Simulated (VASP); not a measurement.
Runs of VASP 6.6.1 on CsSnBr3. The structure is cubic, space group Pm-3m (No. 221). The conventional cell has a = 5.839 Å, b = 5.839 Å, c = 5.839 Å, α = 90.00°, β = 90.00°, γ = 90.00°. Around Cs (site symmetry m-3m) lie 12 Br at 4.13 Å. Sn (site symmetry m-3m) is surrounded by 6 Br at 2.92 Å. Br (site symmetry 4/mmm) is surrounded by 2 Sn at 2.92 Å. The cell is a database's computed one.

| task | level | cell | k mesh | cutoff (eV) | grid for exact exchange (PRECFOCK) | exchange at q = 0 | share of exact exchange | screening parameter | gap on the mesh (eV) | pressure (GPa) |
| --- | --- | --- | --- | --- | --- | --- | --- | --- | --- | --- |
| relaxation of cell and atoms | PBEsol | relaxed | 6 × 6 × 6 | 600 | - | - | - | - | 0.22 | 0.0 |
| band structure | PBE0 | Pm-3m, 38.4 Å³/atom | 4 × 4 × 4 | 520 | Fast | truncated | - | - | 1.33 | 1.2 |
| band structure | PBE-EpsX | Pm-3m, 38.4 Å³/atom | 4 × 4 × 4 | 520 | Fast | truncated | 0.0332 | - | (b) | 1.6 |
| band structure | HSE06 | Pm-3m, 38.4 Å³/atom | 4 × 4 × 4 | 520 | Fast | - | - | 0.2 1/A | (a) | 1.2 |

Alike in all rows: potentials or basis VASP PAW PBE potentials, release 64 (Cs_sv, Sn_d, Br); no spin polarisation; smearing gaussian 0.03 eV.

Q: Estimate the missing entries.

A: (a) 0.73; (b) 0.43.

Caveats: the PAW data sets were made with another functional, which shifts forces and pressure a little; spin-orbit coupling is left out, which moves the levels of the heavy elements.

A k mesh can miss the band edges, and the runs leave out spin-orbit coupling on Br, Cs, Sn.

Runs at the PBE level aren't shown here.
